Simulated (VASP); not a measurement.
GaP:

```
Ga P
1.0
     3.18644    0.00000    0.00000
     0.00000    3.18644    0.00000
     0.00000    0.00000    3.18644
Ga P
1 1
Cartesian
  0.0000 0.0000 0.0000
  1.5932 1.5932 1.5932
```

The cell was built by a generator and needn't be a form met in nature.

Program: VASP 6.6.1. Alike in all runs: task single point; potentials or basis VASP PAW PBE potentials, release 64 (Ga_d, P); no spin polarisation; cell as given; cutoff (eV) 520; smearing fermi-dirac 0.02 eV.

**Question.** Order these runs on this cell by their pressure, lowest first.
A. level HSE06; k mesh 4 × 4 × 4; exchange at q = 0 truncated; grid for exact exchange (PRECFOCK) Normal; screening parameter 0.2079 1/A; mesh quality coarse
B. level PBEsol; k mesh 3 × 3 × 3; mesh quality coarse
C. level PBEsol; k mesh 6 × 6 × 6; mesh quality not flagged

**Answer.** C (-1.0 GPa), A (0.6 GPa), B (5.4 GPa).

Caveats: some runs use coarse meshes; the PAW data sets were made with another functional, which shifts forces and pressure a little.
